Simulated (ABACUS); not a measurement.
The system is Ru.

```
Ru
1.0
     2.70580    0.00000    0.00000
    -1.35290    2.34329    0.00000
     0.00000    0.00000    4.28190
Ru
2
Direct
  0.66667 0.33333 0.75000
  0.33333 0.66667 0.25000
```

| Property | Result |
| --- | --- |
| Program | ABACUS 3.10.1 |
| Task | relaxation of cell and atoms |
| Functional | PBE |
| Potentials or basis | PseudoDojo NC SR 0.4.1 PBE standard |
| Cutoff | 1143 eV |
| Density cutoff | 4572 eV |
| Basis | plane waves |
| k mesh | 9 × 9 × 5 |
| Occupations | fermi-dirac, width 0.05 eV |
| Spin | no spin polarisation |

At the start: pressure 4.9 GPa; volume 13.57 Å³/atom.

Problem. How do energy, volume and symmetry change on relaxing?

Solution. Over 3 steps the energy falls by 3.2 meV/atom and the volume is 13.78 Å³/atom (+1.5 %); space group P6_3/mmc (No. 194, to 0.05 Å).

Step by step:
```csv
step,energy change (eV),largest force (eV/Å),pressure (GPa),volume (Å³)
1,0.0000,0.0000,4.87,27.15
2,-0.0052,0.0000,1.96,27.39
3,-0.0063,0.0000,0.04,27.56
```

Final structure:
```xyz
2
Lattice="2.7193 0.0000 0.0000 -1.3597 2.3550 0.0000 0.0000 0.0000 4.3028" Properties=species:S:1:pos:R:3 pbc="T T T"
Ru    1.3597    0.7850    3.2271
Ru    0.0000    1.5700    1.0757
```
